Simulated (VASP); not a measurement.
# PtSe2 (P-3m1) in VASP: a series of runs, part 2 of 2

VASP 6.6.1. Earlier steps stand in the parts before.

### 4 Vibrations by finite differences, PBE+D3(BJ)

This run uses another cell than the first one, of 19.72 Å³/atom, 0.973 times its volume.

The input, INCAR:

```
SYSTEM = PtSe2
PREC     = Accurate       ! precision mode
ENCUT    = 350            ! plane-wave cutoff, eV
EDIFF    = 1E-8           ! SCF threshold, eV
ISMEAR   = 0              ! smearing method
SIGMA    = 0.02           ! smearing width, eV
LREAL    = .FALSE.        ! projectors in reciprocal space
LASPH    = .TRUE.         ! aspherical terms in the spheres
NELM     = 80             ! most SCF steps
ALGO     = Fast           ! electronic algorithm
ISIF     = 2              ! what is computed and relaxed
LWAVE    = .FALSE.        ! write WAVECAR
LCHARG   = .FALSE.        ! write CHGCAR
GGA      = PE             ! functional
IVDW     = 12             ! dispersion correction
IBRION   = 6              ! ionic algorithm
NFREE    = 2            
POTIM    = 0.015          ! step
NSW      = 1              ! ionic steps
KPAR     = 4
```

The input, KPOINTS:

```
regular mesh
0
G
  9 9 6
  0 0 0
```

The input, POSCAR:

```
PtSe2                                   
1.0
    3.7686060809      0.0000000000     -0.0000000000
   -1.8843030405      3.2637085992     -0.0000000000
   -0.0000000000      0.0000000000      4.8109116719
  Pt              Se            
     1     2
Direct
     0.0000000000000000    0.0000000000000000    0.0000000000000000
     0.3333333300000021    0.6666666699999979    0.2663710483555288
     0.6666666699999979    0.3333333300000021    0.7336289516444712
```

Potentials or basis: VASP PAW PBE potentials, release 64 (Pt, Se).

On the command line:

```
$ cat potpaw_PBE.64/Pt/POTCAR potpaw_PBE.64/Se/POTCAR > POTCAR
$ mpirun -np 4 vasp_std > vasp.out
```

OUTCAR:

```text
SYSTEM = PtSe2
   PREC = Accurate
   ENCUT = 350
   EDIFF = 1E-8
   ISMEAR = 0
   LREAL = .FALSE.
   LASPH = .TRUE.
   NELM = 80
   ISIF = 2
   GGA = PE
   IVDW = 12
   IBRION = 6
   NFREE = 2
   POTIM = 0.015
   NSW = 1
 IVDW          = 12

 ion  position               nearest neighbor table
   1  0.000  0.000  0.000-   2 2.53   3 2.53   2 2.53   3 2.53   3 2.53   2 2.53
   2  0.333  0.667  0.266-   1 2.53   1 2.53   1 2.53
   3  0.667  0.333  0.734-   1 2.53   1 2.53   1 2.53

  LATTYP: Found a hexagonal cell.
 ALAT       =     3.7686060809
 C/A-ratio  =     1.2765758927

  Lattice vectors:

 A1 = (   3.7686060809,   0.0000000000,   0.0000000000)
 A2 = (  -1.8843030405,   3.2637085992,   0.0000000000)
 A3 = (   0.0000000000,   0.0000000000,   4.8109116719)

Analysis of symmetry for initial positions (statically):
=====================================================================
 Subroutine PRICEL returns:
 Original cell was already a primitive cell.

 Routine SETGRP: Setting up the symmetry group for a
 hexagonal supercell.

 Subroutine GETGRP returns: Found 12 space group operations
 (whereof 12 operations were pure point group operations)
 out of a pool of 24 trial point group operations.

The static configuration has the point symmetry D_3d.

Analysis of symmetry for dynamics (positions and initial velocities):
=====================================================================
 Subroutine PRICEL returns:
 Original cell was already a primitive cell.

 Routine SETGRP: Setting up the symmetry group for a
 hexagonal supercell.

 Subroutine GETGRP returns: Found 12 space group operations
 (whereof 12 operations were pure point group operations)
 out of a pool of 24 trial point group operations.

The dynamic configuration has the point symmetry D_3d.

 Subroutine INISYM returns: Found 12 space group operations
 (whereof 12 operations are pure point group operations),
 and found     1 'primitive' translations

----------------------------------------------------------------------------------------

                                     Primitive cell

  volume of cell :      59.1724

  direct lattice vectors                    reciprocal lattice vectors
     3.768606081  0.000000000  0.000000000     0.265350100  0.153199952  0.000000000
    -1.884303041  3.263708599  0.000000000     0.000000000  0.306399904  0.000000000
     0.000000000  0.000000000  4.810911672     0.000000000  0.000000000  0.207860811

  length of vectors
     3.768606081  3.768606078  4.810911672     0.306399903  0.306399904  0.207860811

  position of ions in fractional coordinates (direct lattice)
     0.000000000  0.000000000  0.000000000
     0.333333330  0.666666670  0.266371048
     0.666666670  0.333333330  0.733628952

  ion indices of the primitive-cell ions
   primitive index   ion index
                 1           1
                 2           2
                 3           3
[... 90 lines left out ...]
   IMIX   =      4    mixing-type and parameters
     AMIX     =   0.40;   BMIX     =  1.00
     AMIX_MAG =   1.60;   BMIX_MAG =  1.00
  volume/ion in A,a.u.               =      19.72       133.11
  Fermi-wavevector in a.u.,A,eV,Ry     =   1.177179  2.224546 18.854283  1.385751
  Thomas-Fermi vector in A             =   2.313530
   LORBIT       =      0    0 simple, 1 ext, 2 COOP (PROOUT), +10 PAW based schemes
   GGA     = PE    functional components
   LHFCALC =     F    Hartree Fock is set to
   AEXX    =    0.0000 exact exchange contribution
   IVDW    =    12    specifies the selected vdW correction
   LEPSILON=     F    determine dielectric tensor
   LRPA    =     F    only Hartree local field effects (RPA)
 finite differences with symmetry
 non-spin polarized calculation
 RMM-DIIS sequential band-by-band and
 Gauss-broadening in eV      SIGMA  =   0.02
  energy-cutoff  :      350.00
  volume of cell :       59.17
 maximum number of plane-waves:       891
 NGX is ok and might be reduce to    24
   NGX = 11   NGY = 11   NGZ = 15

--------------------------------------- Ionic step        1  -------------------------------------------

 number of electron      22.0000004 magnetization

 Free energy of the ion-electron system (eV)
  ---------------------------------------------------
  ext. energy  EPLUGINS =         0.00000000
  ---------------------------------------------------
  free energy    TOTEN  =       -14.18864738 eV

  energy without entropy =      -14.18835982  energy(sigma->0) =      -14.18850360

------------------------ aborting loop because EDIFF is reached ----------------------------------------

 Edisp (eV)   -1.47621

 E8    (eV) :    -0.6343
[... 319 lines left out ...]
--------------------------------------- Ionic step        9  -------------------------------------------

 number of electron      22.0000003 magnetization

 Free energy of the ion-electron system (eV)
  ---------------------------------------------------
  ext. energy  EPLUGINS =         0.00000000
  ---------------------------------------------------
  free energy    TOTEN  =       -14.18780174 eV

  energy without entropy =      -14.18748261  energy(sigma->0) =      -14.18764218

 E-fermi :   6.7946     XC(G=0): -10.8411

 val. band max:        6.7557025643   @ k =   0.3333   0.3333   0.0000
 cond. band min:       6.7993663110   @ k =  -0.1111   0.4444   0.1667
 fundamental gap:      0.0436637467
 Fermi energy:         6.7945555148

 k-point     1 :       0.0000    0.0000    0.0000
  band No.  band energies     occupation
      1      -8.9393      2.00000
      2      -5.8083      2.00000
      3      -0.3764      2.00000
      4       0.4889      2.00000
      5       0.4889      2.00000
      6       2.9481      2.00000
      7       2.9481      2.00000
      8       4.2939      2.00000
      9       5.7502      2.00000
     10       5.7502      2.00000
     11       7.5607      0.00000
     12       7.8545      0.00000
     13       7.8545      0.00000
     14      10.1057      0.00000
[... 401 lines left out ...]
      2      -6.3670      2.00000
      3       0.1460      2.00000
      4       0.8093      2.00000
      5       1.1291      2.00000
      6       1.8077      2.00000
      7       2.5487      2.00000
      8       3.4009      2.00000
      9       4.4201      2.00000
     10       4.8297      2.00000
     11       6.3038      2.00000
     12       7.1206      0.00000
     13       8.1658      0.00000
     14      11.4134      0.00000
     15      12.9969      0.00000

 [... further k-points ...]

------------------------ aborting loop because EDIFF is reached ----------------------------------------

 Edisp (eV)   -1.47590

 E8    (eV) :    -0.6341
[... 26 lines left out ...]
  FREE ENERGIE OF THE ION-ELECTRON SYSTEM (eV)
  ---------------------------------------------------
  free  energy   TOTEN  =       -15.6637029681 eV

  energy  without entropy=      -15.6633838416  energy(sigma->0) =      -15.66354340

 INTERNAL STRAIN TENSORS FROM DISPLACED ATOMS
 ============================================

 INTERNAL STRAIN TENSOR FOR ION    1 for displacements in x,y,z  (eV/Angst):
          X           Y           Z          XY          YZ          ZX
  --------------------------------------------------------------------------------
  x     0.00000     0.00000     0.00000     0.00000     0.00000     0.00000
  y     0.00000     0.00000     0.00000     0.00000     0.00000     0.00000
  z     0.00000     0.00000     0.00000     0.00000     0.00000     0.00000

 INTERNAL STRAIN TENSOR FOR ION    3 for displacements in x,y,z  (eV/Angst):
          X           Y           Z          XY          YZ          ZX
  --------------------------------------------------------------------------------
  x     0.00000    -0.00000     0.00000    -3.40190    -0.00000     7.16668
  y    -3.40190     3.40190     0.00000    -0.00000     7.16667    -0.00000
  z     9.52108     9.52108    11.38668    -0.00000     0.00000     0.00000

 Eigenvectors and eigenvalues of the dynamical matrix
 ----------------------------------------------------

   1 f  =    6.516089 THz    40.941795 2PiTHz  217.353334 cm-1    26.948367 meV
             X         Y         Z           dx          dy          dz
      0.000000  0.000000  0.000000    -0.000000    0.000000   -0.669058
     -0.000000  2.175806  1.281488     0.000000   -0.000000    0.525529
      1.884303  1.087903  3.529424     0.000000   -0.000000    0.525529
[... 43 lines left out ...]
   9 f/i=    0.001845 THz     0.011590 2PiTHz    0.061528 cm-1     0.007629 meV
             X         Y         Z           dx          dy          dz
      0.000000  0.000000  0.000000     0.740689   -0.061039    0.000000
     -0.000000  2.175806  1.281488     0.471505   -0.038856    0.000000
      1.884303  1.087903  3.529424     0.471505   -0.038856    0.000000

 ELASTIC MODULI CONTR FROM IONIC RELAXATION (kBar)
 Direction    XX          YY          ZZ          XY          YZ          ZX
 --------------------------------------------------------------------------------
 XX        -475.9593   -301.7788   -465.0657      0.0000    183.4704     -0.0000
 YY        -301.7788   -475.9593   -465.0657      0.0000   -183.4704      0.0000
 ZZ        -465.0657   -465.0657   -556.1927      0.0000     -0.0000     -0.0000
 XY           0.0000      0.0000      0.0000    -87.0903      0.0000    183.4707
 YZ         183.4704   -183.4704     -0.0000      0.0000   -386.5113      0.0000
 ZX          -0.0000      0.0000     -0.0000    183.4707      0.0000   -386.5128
 --------------------------------------------------------------------------------
```

Wall time 1.7 min (4 MPI ranks of AMD EPYC 7R13 (Zen 3), shared host); peak memory 0.34 GiB.

Results:

```yaml
Highest_phonon_frequency_at_Γ: 217 cm⁻¹
Dispersion_energy_per_atom: -0.492 eV
```

Phonon frequencies in cm⁻¹ (negative: imaginary):
| q point | frequencies |
| --- | --- |
| (0.000, 0.000, 0.000) | 0 0 0 157 157 209 212 212 217 |

Caveat: pairwise dispersion overbinds metals, which lowers pressure and volume. The run has no spin-orbit coupling, so splittings on Pt are missing.
